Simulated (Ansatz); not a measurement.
Crystal: Au.

```
Au
1.0
     0.00000    2.03500    2.03500
     2.03500    0.00000    2.03500
     2.03500    2.03500    0.00000
Au
1
Direct
  0.00000 0.00000 0.00000
```

| Item | Value |
| --- | --- |
| Program | Ansatz 0.2.0 |
| Task | relaxation of cell and atoms |
| Functional | revPBE |
| Dispersion | D4 |
| Potentials or basis | Ansatz PAW |
| Cutoff | 420 eV (not typed: the program's choice for these potentials) |
| k mesh | 11 × 11 × 11 |
| Occupations | fermi-dirac, width 0.05 eV |
| Spin | no spin polarisation |

At the start: volume 16.85 Å³/atom.

Problem. Where does the relaxation end?

Solution. It ends after 4 steps and the volume is 17.19 Å³/atom (+2.0 %); space group Fm-3m (No. 225, to 0.05 Å).

Step by step:
```
step  energy change (eV)  largest force (eV/Å)  volume (Å³)
   1              0.0000                0.0000        16.85
   2             -0.0033                0.0000        17.22
   3             -0.0034                0.0000        17.19
   4             -0.0035                0.0000        17.19
```

Final structure:
```
Au
1.0
     0.00000    2.04838    2.04838
     2.04838    0.00000    2.04838
     2.04838    2.04838    0.00000
Au
1
Direct
  0.00000 0.00000 0.00000
```

Caveat: the plane-wave basis is chosen anew once the cell has moved, so the energies of steps on either side of that aren't comparable; pairwise dispersion overbinds metals, which lowers pressure and volume; the PAW data sets come from PBE, with cores solved anew for the run's functional, which leaves a small shift of forces and pressure.
